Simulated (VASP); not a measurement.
# Si (Imma) in VASP: phonons with PBE

Aim: the phonons of Si with PBE.

All numbers are computed with VASP 6.6.1; they aren't measurements. Logs are shortened: lines on timing, memory, paths and dates and some standing lists are left out, and cuts for length are marked.

## Step 1: Starting point

It takes space group Imma (No. 74, orthorhombic). Conventional cell: a = 3.831 Å, b = 3.994 Å, c = 5.352 Å, α = 90.00°, β = 90.00°, γ = 90.00°. Si (site symmetry mm2) has 4 Si at 2.35 to 2.39 Å as nearest neighbours.

## Step 2: Phonons, PBE

Input file POSCAR:

```
Si
1.0
    0.0577217258      2.7663982742      2.6762435158
    2.7663982742      0.0577217258      2.6762435158
    2.8241200000      2.8241200000      0.0000000000
Si
2
Direct
    0.0027697000      0.0027697000      0.9972300000
    0.2472300000      0.2472300000      0.2527700000
```

Input file INCAR.step1:

```
SYSTEM = Si
PREC = Accurate ; ENCUT = 600
EDIFF = 1E-8 ; ISMEAR = 0
SIGMA = 0.01 ; LREAL = .False.
LASPH = .True. ; NELM = 60
ALGO = Normal ; ISIF = 3
LWAVE = .False. ; LCHARG = .False.
GGA = PE ; IBRION = 2
NSW = 40 ; EDIFFG = -0.002
```

Input file INCAR.step2:

```
SYSTEM = Si
PREC = Accurate ; ENCUT = 600
EDIFF = 1E-8 ; ISMEAR = 0
SIGMA = 0.01 ; LREAL = .False.
LASPH = .True. ; NELM = 60
ALGO = Normal ; ISIF = 2
LWAVE = .False. ; LCHARG = .False.
GGA = PE ; IBRION = 8
NSW = 1
```

Input file KPOINTS:

```
regular mesh
0
Gamma
  10 10 10
  0 0 0
```

Potentials or basis: VASP PAW PBE potentials, release 64 (Si).

Run with:

```console
$ cat potpaw_PBE.64/Si/POTCAR > POTCAR
$ cp INCAR.step1 INCAR
$ mpirun -np 1 vasp_std > vasp.out
$ cp CONTCAR POSCAR
$ cp INCAR.step2 INCAR
$ mpirun -np 1 vasp_std > vasp.out
```

OUTCAR:

```text
SYSTEM = Si
   PREC = Accurate
   ENCUT = 600
   EDIFF = 1E-8
   ISMEAR = 0
   LREAL = .False.
   LASPH = .True.
   NELM = 60
   ISIF = 2
   GGA = PE
   IBRION = 8
   NSW = 1

 ion  position               nearest neighbor table
   1  0.000  0.000  1.000-   2 2.37   2 2.37   2 2.37   2 2.37
   2  0.250  0.250  0.250-   1 2.37   1 2.37   1 2.37   1 2.37

  LATTYP: Found a body centered orthorhombic cell.
 ALAT       =     3.8670254240
 B/A-ratio  =     1.0001087111
 C/A-ratio  =     1.4140168288

  Lattice vectors:

 A1 = (   2.7345485301,   0.0001486298,  -2.7340195135)
 A2 = (  -2.7345485301,  -0.0001486298,  -2.7340195135)
 A3 = (   0.0001486298,   2.7345485301,   2.7340195135)

Analysis of symmetry for initial positions (statically):
=====================================================================
 Subroutine PRICEL returns:
 Original cell was already a primitive cell.

 Routine SETGRP: Setting up the symmetry group for a
 body centered orthorhombic supercell.

 Subroutine GETGRP returns: Found  8 space group operations
 (whereof  4 operations were pure point group operations)
 out of a pool of  8 trial point group operations.

The static configuration has the point symmetry C_2v.
 The point group associated with its full space group is D_2h.

Analysis of symmetry for dynamics (positions and initial velocities):
=====================================================================
 Subroutine PRICEL returns:
 Original cell was already a primitive cell.

 Routine SETGRP: Setting up the symmetry group for a
 body centered orthorhombic supercell.

 Subroutine GETGRP returns: Found  8 space group operations
 (whereof  4 operations were pure point group operations)
 out of a pool of  8 trial point group operations.

The dynamic configuration has the point symmetry C_2v.
 The point group associated with its full space group is D_2h.

 Subroutine INISYM returns: Found  8 space group operations
 (whereof  4 operations are pure point group operations),
 and found     1 'primitive' translations

----------------------------------------------------------------------------------------
[... 438 lines left out ...]
      2.73470      2.73470      0.00011         0.000000      0.000000     -0.001943
      1.36735      1.36735      1.36690        -0.000000     -0.000000      0.001943
 -----------------------------------------------------------------------------------
    total drift:                               -0.000001     -0.000001     -0.000067

  FREE ENERGIE OF THE ION-ELECTRON SYSTEM (eV)
  ---------------------------------------------------
  free  energy   TOTEN  =       -10.8493343186 eV

  energy  without entropy=      -10.8493343186  energy(sigma->0) =      -10.84933432

[... ionic steps 2 to 3 ...]

--------------------------------------- Ionic step        4  -------------------------------------------

------------------------ aborting loop because EDIFF is reached ----------------------------------------

[... ionic steps 5 to 5 ...]

--------------------------------------- Ionic step        6  -------------------------------------------

 Free energy of the ion-electron system (eV)
  ---------------------------------------------------
  ---------------------------------------------------
  free energy    TOTEN  =        -0.01737083 eV

  energy without entropy =       -0.01737083

------------------------ aborting loop because EDIFF is reached ----------------------------------------

 INTERNAL STRAIN TENSOR  FOR ION    1  DIRECTION 3   (eV/Angst):
 -----------------------------------------------------------------------------
     0.00188  8.78940  0.00000
     8.78940  0.00188  0.00000
     0.00000  0.00000 -0.00029

 INTERNAL STRAIN TENSOR FOR ION    2 for displacements in x,y,z  (eV/Angst):
          X           Y           Z          XY          YZ          ZX
  --------------------------------------------------------------------------------
  x     0.00000     0.00000     0.00000     0.00000    -8.84335    -0.26927
  y     0.00000     0.00000     0.00000     0.00000     0.24996    -8.66570
  z    -0.00188    -0.00188     0.00029    -8.78940    -0.00000    -0.00000

 SECOND DERIVATIVES (NOT SYMMETRIZED)
 ------------------------------------
               1X          1Y          1Z          2X          2Y          2Z
  1X   -13.050564   -0.002608    0.000000   13.050564    0.002608   -0.000000
  1Y    -0.002608  -13.050564    0.000000    0.002608   13.050564   -0.000000
  1Z     0.000000    0.000000  -13.039309   -0.000000   -0.000000   13.039309
  2X    13.050564    0.002608   -0.000000  -13.050564   -0.002608    0.000000
  2Y     0.002608   13.050564   -0.000000   -0.002608  -13.050564    0.000000
  2Z    -0.000000   -0.000000   13.039309    0.000000    0.000000  -13.039309

 Eigenvectors and eigenvalues of the dynamical matrix
 ----------------------------------------------------

   1 f  =   15.072543 THz    94.703581 2PiTHz  502.765917 cm-1    62.335001 meV
             X         Y         Z           dx          dy          dz
      2.734696  2.734696  0.000111    -0.500000   -0.500000   -0.000000
      1.367349  1.367349  1.366897     0.500000    0.500000    0.000000
[... 11 lines left out ...]
   4 f  =    0.000000 THz     0.000000 2PiTHz    0.000000 cm-1     0.000000 meV
             X         Y         Z           dx          dy          dz
      2.734696  2.734696  0.000111    -0.015255    0.065738    0.703879
      1.367349  1.367349  1.366897    -0.015255    0.065738    0.703879

   5 f/i=    0.000000 THz     0.000001 2PiTHz    0.000006 cm-1     0.000001 meV
             X         Y         Z           dx          dy          dz
      2.734696  2.734696  0.000111     0.700016   -0.096906    0.024222
      1.367349  1.367349  1.366897     0.700016   -0.096906    0.024222

   6 f/i=    0.000000 THz     0.000002 2PiTHz    0.000010 cm-1     0.000001 meV
             X         Y         Z           dx          dy          dz
      2.734696  2.734696  0.000111     0.098716    0.697343   -0.062988
      1.367349  1.367349  1.366897     0.098716    0.697343   -0.062988

--------------------------------------------------------------------------------------------------------

 ELASTIC MODULI CONTR FROM IONIC RELAXATION (kBar)
 Direction    XX          YY          ZZ          XY          YZ          ZX
 --------------------------------------------------------------------------------
 XX          -0.0000     -0.0000      0.0000     -0.0496     -0.0000      0.0000
 YY          -0.0000     -0.0000      0.0000     -0.0496      0.0000      0.0000
 ZZ           0.0000      0.0000     -0.0000      0.0076      0.0000     -0.0000
 XY          -0.0496     -0.0496      0.0076   -232.1515      0.0000      0.0000
 YZ          -0.0000      0.0000      0.0000      0.0000   -234.9979     -0.6001
 ZX           0.0000      0.0000     -0.0000      0.0000     -0.6001   -225.6833
 --------------------------------------------------------------------------------
```

OSZICAR.step1:

```text
N       E                     dE             d eps       ncg     rms          rms(c)
DAV:   1     0.903802994753E+01    0.90380E+01   -0.35508E+03  2736   0.869E+02
DAV:   2    -0.106742119891E+02   -0.19712E+02   -0.19079E+02  4016   0.870E+01
DAV:   3    -0.109945671552E+02   -0.32036E+00   -0.32036E+00  3616   0.133E+01
[... 70 lines left out ...]
       N       E                     dE             d eps       ncg     rms          rms(c)
DAV:   1    -0.108493268470E+02   -0.28425E-06   -0.68787E-06  3184   0.162E-02    0.893E-04
DAV:   2    -0.108493268555E+02   -0.85255E-08   -0.23877E-07  3672   0.409E-03    0.515E-04
DAV:   3    -0.108493268414E+02    0.14150E-07   -0.11906E-08  2992   0.739E-04    0.935E-05
DAV:   4    -0.108493268366E+02    0.47543E-08   -0.11686E-09  1592   0.277E-04
   9 F= -.10849327E+02 E0= -.10849327E+02  d E =-.310684E-05
```

It took 3.5 min on 1 thread of Intel Xeon 6975P-C (Granite Rapids), shared host; peak memory 0.5 GiB.

What came out:

| Item | Value |
| --- | --- |
| Relaxed volume | 20.44 Å³/atom |
| Relaxed cell | a = 3.867 Å, b = 3.867 Å, c = 3.867 Å, α = 60.00°, β = 60.00°, γ = 60.00° |
| Space group after relaxing (to 0.05 Å) | Fd-3m (No. 227) |
| Highest phonon frequency at Γ | 503 cm⁻¹ |

The path:
| step | energy change (eV) | largest force (eV/Å) | pressure (GPa) | volume (Å³) |
| --- | --- | --- | --- | --- |
| 1 | 0.0000 | 0.0001 | -0.15 | 40.94 |
| 2 | -0.0179 | 0.3502 | 0.17 | 40.81 |
| 3 | -0.0180 | 0.3314 | 0.15 | 40.82 |
| 4 | -0.0246 | 0.0094 | 0.01 | 40.88 |
| 5 | -0.0246 | 0.0032 | 0.01 | 40.88 |
| 6 | -0.0246 | 0.0051 | 0.00 | 40.89 |
| 7 | -0.0246 | 0.0055 | -0.01 | 40.89 |
| 8 | -0.0246 | 0.0041 | 0.00 | 40.89 |
| 9 | -0.0246 | 0.0020 | 0.00 | 40.89 |

Final structure:
```
Si
1.0
     0.00015    2.73455    2.73402
     2.73455    0.00015    2.73402
     2.73470    2.73470    0.00000
Si
2
Direct
  0.00002 0.00002 0.99998
  0.24998 0.24998 0.25002
```

Phonon frequencies in cm⁻¹ (negative: imaginary):
| q point | frequencies |
| --- | --- |
| (0.000, 0.000, 0.000) | 0 0 0 502 503 503 |
